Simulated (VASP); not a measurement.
# Na in VASP: settings compared

The runs below take Na through relaxation of the atoms, with optB86b-vdW, PBE+TS.

Everything below comes from runs of VASP 6.6.1. Logs are shortened: lines on timing, memory, paths and dates and some standing lists are left out, and cuts for length are marked.

**1. The cell of the first run**

The cell holds a slab with vacuum, 6 atoms: a = 3.697 Å, b = 3.697 Å, c = 30.608 Å, α = 90.00°, β = 90.00°, γ = 60.29°.

The slab is cut from a database's or a generator's crystal, which needn't be the stable form of the element.

**2. Relaxation of the atoms, optB86b-vdW (the (0 0 1) slab of Na, cut from the database cell, not relaxed)**

Contents of INCAR:

```
PREC = Accurate
ENCUT = 520
EDIFF = 1E-6
ISMEAR = 0
SIGMA = 0.05
LREAL = False
LASPH = True
NELM = 60
ALGO = Normal
ISIF = 2
LWAVE = False
LCHARG = False
LDIPOL = True
IDIPOL = 3
DIPOL = 0.5 0.5 0.500
GGA = MK
LUSE_VDW = True
AGGAC = 0.0
PARAM1 = 0.1234
PARAM2 = 1.0
IBRION = 2
NSW = 40
EDIFFG = -0.02
```

Contents of KPOINTS:

```
Automatic mesh
0
Gamma
  8 8 1
```

Contents of POSCAR:

```
Na
1.0
    3.6966700871      0.0000000000      0.0000000000
    1.8318645423      3.2108631287      0.0000000000
    0.0000000000      0.0000000000     30.6079104556
Na
6
Selective dynamics
Direct
    0.0043308002      0.0043308002      0.2450346949  F F F
    0.3401139387      0.3401139387      0.3470191036  F F F
    0.6758970772      0.6758970772      0.4490035122  F F F
    0.3444447389      0.3444447389      0.5509964878  T T T
    0.6802278774      0.6802278774      0.6529808964  T T T
    0.0160110159      0.0160110159      0.7549653051  T T T
```

Potentials or basis: VASP PAW PBE potentials, release 64 (Na_pv).

Command:

```console
> cat potpaw_PBE.64/Na_pv/POTCAR > POTCAR
> mpirun -np 1 vasp_std > vasp.out
```

OUTCAR:

```text
PREC = Accurate
   ENCUT = 520
   EDIFF = 1E-6
   ISMEAR = 0
   LREAL = False
   LASPH = True
   NELM = 60
   ISIF = 2
   GGA = MK
   IBRION = 2
   NSW = 40
   EDIFFG = -0.02

 ion  position               nearest neighbor table
   1  0.004  0.004  0.245-
   2  0.340  0.340  0.347-
   3  0.676  0.676  0.449-
   4  0.344  0.344  0.551-
   5  0.680  0.680  0.653-
   6  0.016  0.016  0.755-

  LATTYP: Found a base centered orthorhombic cell.
 ALAT       =     3.7131040588
 B/A-ratio  =     1.7218219550
 C/A-ratio  =     8.2432137563

  Lattice vectors:

 A1 = (  -1.8318645423,  -3.2108631287,   0.0000000000)
 A2 = (   3.6966700871,   0.0000000000,   0.0000000000)
 A3 = (   0.0000000000,   0.0000000000,  30.6079104556)

Analysis of symmetry for initial positions (statically):
=====================================================================
 Subroutine PRICEL returns:
 Original cell was already a primitive cell.

 Routine SETGRP: Setting up the symmetry group for a
 base centered orthorhombic supercell.

 Subroutine GETGRP returns: Found  4 space group operations
 (whereof  2 operations were pure point group operations)
 out of a pool of  8 trial point group operations.

The static configuration has the point symmetry C_1h.
 The point group associated with its full space group is C_2h.

Analysis of symmetry for dynamics (positions and initial velocities):
=====================================================================
 Subroutine PRICEL returns:
 Original cell was already a primitive cell.

 Routine SETGRP: Setting up the symmetry group for a
 base centered orthorhombic supercell.

 Subroutine GETGRP returns: Found  4 space group operations
 (whereof  2 operations were pure point group operations)
 out of a pool of  8 trial point group operations.

The dynamic configuration has the point symmetry C_1h.
 The point group associated with its full space group is C_2h.

Analysis of constrained symmetry for selective dynamics:
=====================================================================
 Subroutine PRICEL returns:
 Original cell was already a primitive cell.

 Routine SETGRP: Setting up the symmetry group for a
 base centered orthorhombic supercell.

 Subroutine GETGRP returns: Found  2 space group operations
[... 129 lines left out ...]
  Fermi-wavevector in a.u.,A,eV,Ry     =   0.797510  1.507074  8.653597  0.636021
  Thomas-Fermi vector in A             =   1.904241
   LORBIT       =      0    0 simple, 1 ext, 2 COOP (PROOUT), +10 PAW based schemes
   GGA     = MK    functional components
   LHFCALC =     F    Hartree Fock is set to
   AEXX    =    0.0000 exact exchange contribution
   IVDW_NL    =     1    kernel type
   BPARAM     = 6.3000
   IVDW    =     0    specifies the selected vdW correction
   LEPSILON=     F    determine dielectric tensor
   LRPA    =     F    only Hartree local field effects (RPA)
 conjugate gradient relaxation of ions
 non-spin polarized calculation
 Gauss-broadening in eV      SIGMA  =   0.05
  energy-cutoff  :      520.00
  volume of cell :      363.30
 maximum number of plane-waves:      9830
   NGX = 13   NGY = 13   NGZ =113

--------------------------------------- Ionic step        1  -------------------------------------------

 number of electron      42.0000023 magnetization

 Free energy of the ion-electron system (eV)
  ---------------------------------------------------
  ext. energy  EPLUGINS =         0.00000000
  ---------------------------------------------------
  free energy    TOTEN  =         5.67323033 eV

  energy without entropy =        5.67718641  energy(sigma->0) =        5.67520837

------------------------ aborting loop because EDIFF is reached ----------------------------------------

  FORCE on cell =-STRESS in cart. coord.  units (eV):
  Direction    XX          YY          ZZ          XY          YZ          ZX
  --------------------------------------------------------------------------------------
  -------------------------------------------------------------------------------------
  Total       -0.0507051     -0.0832875     -0.4354112      0.0285549     -0.0018327     -0.0031555
  in kB       -0.2236126     -0.3673028     -1.9201891      0.1259290     -0.0080821     -0.0139159
  external PRESSURE =      -0.8370348 kB  Pullay stress =       0.0000000 kB
[... 109 lines left out ...]
  energy  without entropy=        5.6769986214  energy(sigma->0) =        5.67501270

Total vdW correction in eV:     11.5835074

 dipolmoment           0.000000      0.000000      0.000224 electrons x Angstroem

--------------------------------------- Ionic step        4  -------------------------------------------

 number of electron      42.0000017 magnetization

------------------------ aborting loop because EDIFF is reached ----------------------------------------
[... 37 lines left out ...]
--------------------------------------- Ionic step        5  -------------------------------------------

 number of electron      42.0000016 magnetization

 dipolmoment           0.000000      0.000000     -0.000527 electrons x Angstroem

 Free energy of the ion-electron system (eV)
  ---------------------------------------------------
  ext. energy  EPLUGINS =         0.00000000
  ---------------------------------------------------
  free energy    TOTEN  =         5.67243086 eV

  energy without entropy =        5.67649128  energy(sigma->0) =        5.67446107

 E-fermi :  -0.9439     XC(G=0):  -4.6435

 val. band max:       -0.9724152140   @ k =   0.1250   0.1250   0.0000
 cond. band min:      -0.9103615250   @ k =  -0.3750   0.1250   0.0000
 fundamental gap:      0.0620536890
 Fermi energy:        -0.9439426887

 k-point     1 :       0.0000    0.0000    0.0000
  band No.  band energies     occupation
      1     -26.1710      2.00000
      2     -26.1687      2.00000
      3     -26.1440      2.00000
      4     -26.1439      2.00000
      5     -26.1413      2.00000
      6     -26.1412      2.00000
[... 577 lines left out ...]
     24       0.2640      0.00000
     25       0.7534      0.00000

------------------------ aborting loop because EDIFF is reached ----------------------------------------

 vacuum level on the upper side and lower side of the slab       (xc-potential included)        -0.813        -0.809

  FORCE on cell =-STRESS in cart. coord.  units (eV):
  Direction    XX          YY          ZZ          XY          YZ          ZX
  --------------------------------------------------------------------------------------
  -------------------------------------------------------------------------------------
  Total       -0.0246104     -0.0548889     -0.4004419      0.0265358     -0.0019259     -0.0033161
  in kB       -0.1085334     -0.2420634     -1.7659723      0.1170246     -0.0084935     -0.0146244
  external PRESSURE =      -0.7055230 kB  Pullay stress =       0.0000000 kB
[... 25 lines left out ...]
  energy  without entropy=        5.6764912761  energy(sigma->0) =        5.67446107

Total vdW correction in eV:     11.5832021

 reached required accuracy - stopping structural energy minimisation

 vacuum level on the upper side and lower side of the slab         1.277         1.308
```

OSZICAR:

```text
N       E                     dE             d eps       ncg     rms          rms(c)
DAV:   1     0.301683164121E+03    0.30168E+03   -0.22015E+04  1482   0.143E+03
DAV:   2     0.209107114469E+02   -0.28077E+03   -0.27663E+03  1065   0.391E+02
DAV:   3     0.585702295747E+01   -0.15054E+02   -0.14806E+02  1257   0.115E+02
[... 45 lines left out ...]
DAV:   2     0.567246929292E+01   -0.21624E-02   -0.22660E-02  1180   0.855E-01    0.160E-02
DAV:   3     0.567170646713E+01   -0.76283E-03   -0.10162E-02  1355   0.340E-01    0.536E-02
DAV:   4     0.567242031118E+01    0.71384E-03   -0.78526E-03  1340   0.199E-01    0.156E-02
DAV:   5     0.567243107620E+01    0.10765E-04   -0.10387E-04  1151   0.420E-02    0.125E-02
DAV:   6     0.567243085911E+01   -0.21710E-06   -0.94923E-06   863   0.189E-02
   5 F= 0.56724309E+01 E0= 0.56744611E+01  d E =-.799468E-03
```

CONTCAR:

```text
Na
   1.00000000000000
     3.6966700870999998    0.0000000000000000    0.0000000000000000
     1.8318645423000000    3.2108631286999998    0.0000000000000000
     0.0000000000000000    0.0000000000000000   30.6079104555999990
  Na
     6
Selective dynamics
Direct
     0.0043308002000018    0.0043308002000018    0.2450346948999993   F   F   F
     0.3401139387000001    0.3401139387000001    0.3470191035999974   F   F   F
     0.6758970771999984    0.6758970771999984    0.4490035122000009   F   F   F
     0.3441279669185826    0.3441279669185826    0.5512467036029178   T   T   T
     0.6800214499490561    0.6800214499490561    0.6518879614414073   T   T   T
     0.0162239247725226    0.0162239247725226    0.7546798994725205   T   T   T

  0.00000000E+00  0.00000000E+00  0.00000000E+00
  0.00000000E+00  0.00000000E+00  0.00000000E+00
  0.00000000E+00  0.00000000E+00  0.00000000E+00
  0.00000000E+00  0.00000000E+00  0.00000000E+00
  0.00000000E+00  0.00000000E+00  0.00000000E+00
  0.00000000E+00  0.00000000E+00  0.00000000E+00
```

Run time: 15 min. Hardware: 1 thread of AMD EPYC 9R45 (Zen 5), shared host; peak memory 1.3 GiB.

What came out:

* Free energy: 5.6724 eV
* Energy gained by relaxing: 0.1 meV/atom
* Ionic steps: 5
* Band gap on the k mesh: none (metal or under the smearing width)

Step by step:
```tsv
step	energy change (eV)	largest force (eV/Å)	pressure (GPa)
1	0.0000	0.0315	-0.08
2	-0.0001	0.0312	-0.08
3	-0.0002	0.0310	-0.08
4	-0.0005	0.0308	-0.08
5	-0.0008	0.0299	-0.07
```

Final structure:
```yaml
crystal:
  lattice:
    - [3.69667, 0.00000, 0.00000]
    - [1.83186, 3.21086, 0.00000]
    - [0.00000, 0.00000, 30.60791]
  atoms:
    - { symbol: Na, position: [0.00433, 0.00433, 0.24503] }
    - { symbol: Na, position: [0.34011, 0.34011, 0.34702] }
    - { symbol: Na, position: [0.67590, 0.67590, 0.44900] }
    - { symbol: Na, position: [0.34413, 0.34413, 0.55125] }
    - { symbol: Na, position: [0.68002, 0.68002, 0.65189] }
    - { symbol: Na, position: [0.01622, 0.01622, 0.75468] }
```

Caveat: the PAW data sets were made with another functional, which shifts forces and pressure a little.

**3. Relaxation of the atoms, PBE+TS (the (0 0 1) slab of Na, cut from the database cell, not relaxed)**

Contents of INCAR:

```
SYSTEM = Na
PREC = Accurate
ENCUT = 520
EDIFF = 1E-6
ISMEAR = 0
SIGMA = 0.05
LREAL = .False.
LASPH = .True.
NELM = 80
ALGO = Fast
ISIF = 2
LWAVE = .False.
LCHARG = .False.
LDIPOL = .True.
IDIPOL = 3
DIPOL = 0.5 0.5 0.500
GGA = PE
IVDW = 2
IBRION = 2
NSW = 40
EDIFFG = -0.01
```

Contents of KPOINTS:

```
Automatic mesh
0
Gamma
  8 8 1
  0 0 0
```

POSCAR is that of step 2.

Potentials or basis: VASP PAW PBE potentials, release 64 (Na_pv).

Command:

```console
> cat potpaw_PBE.64/Na_pv/POTCAR > POTCAR
> mpirun -np 1 vasp_std > vasp.out
```

OUTCAR:

```text
SYSTEM = Na
   PREC = Accurate
   ENCUT = 520
   EDIFF = 1E-6
   ISMEAR = 0
   LREAL = .False.
   LASPH = .True.
   NELM = 80
   ISIF = 2
   GGA = PE
   IVDW = 2
   IBRION = 2
   NSW = 40
   EDIFFG = -0.01
  IVDW =   2

 ion  position               nearest neighbor table
   1  0.004  0.004  0.245-
   2  0.340  0.340  0.347-
   3  0.676  0.676  0.449-
   4  0.344  0.344  0.551-
   5  0.680  0.680  0.653-
   6  0.016  0.016  0.755-

  LATTYP: Found a base centered orthorhombic cell.
 ALAT       =     3.7131040588
 B/A-ratio  =     1.7218219550
 C/A-ratio  =     8.2432137563

  Lattice vectors:

 A1 = (  -1.8318645423,  -3.2108631287,   0.0000000000)
 A2 = (   3.6966700871,   0.0000000000,   0.0000000000)
 A3 = (   0.0000000000,   0.0000000000,  30.6079104556)

Analysis of symmetry for initial positions (statically):
=====================================================================
 Subroutine PRICEL returns:
 Original cell was already a primitive cell.

 Routine SETGRP: Setting up the symmetry group for a
 base centered orthorhombic supercell.

 Subroutine GETGRP returns: Found  4 space group operations
 (whereof  2 operations were pure point group operations)
 out of a pool of  8 trial point group operations.

The static configuration has the point symmetry C_1h.
 The point group associated with its full space group is C_2h.

Analysis of symmetry for dynamics (positions and initial velocities):
=====================================================================
 Subroutine PRICEL returns:
 Original cell was already a primitive cell.

 Routine SETGRP: Setting up the symmetry group for a
 base centered orthorhombic supercell.

 Subroutine GETGRP returns: Found  4 space group operations
 (whereof  2 operations were pure point group operations)
[... 150 lines left out ...]
   LEPSILON=     F    determine dielectric tensor
   LRPA    =     F    only Hartree local field effects (RPA)
 conjugate gradient relaxation of ions
 non-spin polarized calculation
 RMM-DIIS sequential band-by-band and
 Gauss-broadening in eV      SIGMA  =   0.05
  energy-cutoff  :      520.00
  volume of cell :      363.30
 maximum number of plane-waves:      9830
   NGX = 13   NGY = 13   NGZ =113

--------------------------------------- Ionic step        1  -------------------------------------------

 number of electron      42.0000023 magnetization

 Free energy of the ion-electron system (eV)
  ---------------------------------------------------
  ext. energy  EPLUGINS =         0.00000000
  ---------------------------------------------------
  free energy    TOTEN  =        -7.54036410 eV

  energy without entropy =       -7.53611617  energy(sigma->0) =       -7.53824014

------------------------ aborting loop because EDIFF is reached ----------------------------------------

  Tkatchenko/Scheffler method for vdW energy calculation

  Number of pair interactions contributing to vdW energy:   30695
[... 123 lines left out ...]
  FREE ENERGIE OF THE ION-ELECTRON SYSTEM (eV)
  ---------------------------------------------------
  free  energy   TOTEN  =       -15.6313090163 eV

  energy  without entropy=      -15.6272698744  energy(sigma->0) =      -15.62928945

[... ionic steps 4 to 10 ...]

--------------------------------------- Ionic step       11  -------------------------------------------

 number of electron      42.0000023 magnetization

------------------------ aborting loop because EDIFF is reached ----------------------------------------
[... 81 lines left out ...]
  FREE ENERGIE OF THE ION-ELECTRON SYSTEM (eV)
  ---------------------------------------------------
  free  energy   TOTEN  =       -15.6332574186 eV

  energy  without entropy=      -15.6300387957  energy(sigma->0) =      -15.63164811

 dipolmoment           0.000000      0.000000     -0.000861 electrons x Angstroem

--------------------------------------- Ionic step       13  -------------------------------------------

 number of electron      42.0000024 magnetization

 dipolmoment           0.000000      0.000000      0.000383 electrons x Angstroem

 Free energy of the ion-electron system (eV)
  ---------------------------------------------------
  ext. energy  EPLUGINS =         0.00000000
  ---------------------------------------------------
  free energy    TOTEN  =        -7.53823003 eV

  energy without entropy =       -7.53501574  energy(sigma->0) =       -7.53662289

 E-fermi :  -0.9225     XC(G=0):  -4.4613

 val. band max:       -0.9589496628   @ k =   0.1250   0.1250   0.0000
 cond. band min:      -0.8821461784   @ k =  -0.3750   0.1250   0.0000
 fundamental gap:      0.0768034845
 Fermi energy:        -0.9225211991

 k-point     1 :       0.0000    0.0000    0.0000
  band No.  band energies     occupation
      1     -26.0402      2.00000
      2     -26.0352      2.00000
      3     -26.0125      2.00000
      4     -26.0125      2.00000
      5     -26.0071      2.00000
      6     -26.0071      2.00000
[... 577 lines left out ...]
     24       0.2829      0.00000
     25       0.7806      0.00000

------------------------ aborting loop because EDIFF is reached ----------------------------------------

 vacuum level on the upper side and lower side of the slab       (xc-potential included)        -0.165        -0.156

  Hirshfeld charges:
            ion         q(e)
   ------------------------------
      1     Na       0.00362876
      2     Na      -0.00345731
      3     Na      -0.00068525
      4     Na      -0.00029969
      5     Na      -0.00272010
      6     Na       0.00353359
[... 35 lines left out ...]
  FREE ENERGIE OF THE ION-ELECTRON SYSTEM (eV)
  ---------------------------------------------------
  free  energy   TOTEN  =       -15.6332718812 eV

  energy  without entropy=      -15.6300575935  energy(sigma->0) =      -15.63166474

 reached required accuracy - stopping structural energy minimisation

 vacuum level on the upper side and lower side of the slab         1.871         1.928
```

OSZICAR:

```text
N       E                     dE             d eps       ncg     rms          rms(c)
DAV:   1     0.288794843764E+03    0.28879E+03   -0.22054E+04  1482   0.143E+03
DAV:   2     0.773664221126E+01   -0.28106E+03   -0.27690E+03  1065   0.391E+02
DAV:   3    -0.737043603588E+01   -0.15107E+02   -0.14846E+02  1256   0.115E+02
[... 121 lines left out ...]
DAV:   1    -0.753827628140E+01    0.24166E-04   -0.33072E-02  1128   0.875E-01    0.203E-02
RMM:   2    -0.755242158076E+01   -0.14145E-01   -0.61388E-04  1052   0.155E-01    0.225E-01
RMM:   3    -0.753823957740E+01    0.14182E-01   -0.17841E-04  1087   0.867E-02    0.638E-03
RMM:   4    -0.753822990718E+01    0.96702E-05   -0.45349E-05  1018   0.422E-02    0.244E-03
RMM:   5    -0.753823002915E+01   -0.12197E-06   -0.40761E-06   670   0.119E-02
  13 F= -.15633272E+02 E0= -.15631665E+02  d E =-.144625E-04
```

Wall time 15 min (1 thread of AMD EPYC 9R45 (Zen 5), shared host); peak memory 0.5 GiB.

What came out:

```
Free energy                : -15.6333 eV
Energy gained by relaxing  : 0.4 meV/atom
Ionic steps                : 13
Band gap on the k mesh     : none (metal or under the smearing width)
Dispersion energy per atom : -1.349 eV
```

Step by step:
```
step  energy change (eV)  largest force (eV/Å)  pressure (GPa)
   1              0.0000                0.0656            1.23
   2             -0.0002                0.0648            1.22
   3             -0.0006                0.0634            1.21
   4             -0.0009                0.0649            1.20
   5             -0.0012                0.0654            1.17
   6             -0.0017                0.0630            1.15
   7             -0.0016                0.0995            1.11
   8             -0.0019                0.0702            1.13
   9             -0.0022                0.0660            1.13
  10             -0.0026                0.0673            1.11
  11             -0.0026                0.0719            1.11
  12             -0.0026                0.0690            1.11
  13             -0.0026                0.0724            1.11
```

Final structure:
```
CELL_PARAMETERS angstrom
3.69667 0.00000 0.00000
1.83186 3.21086 0.00000
0.00000 0.00000 30.60791
ATOMIC_POSITIONS crystal
Na 0.00433 0.00433 0.24503
Na 0.34011 0.34011 0.34702
Na 0.67590 0.67590 0.44900
Na 0.34212 0.34212 0.55180
Na 0.67966 0.67966 0.65470
Na 0.01553 0.01553 0.75752
```

Caveat: atom-pairwise D2, TS and ULG terms overbind metals.
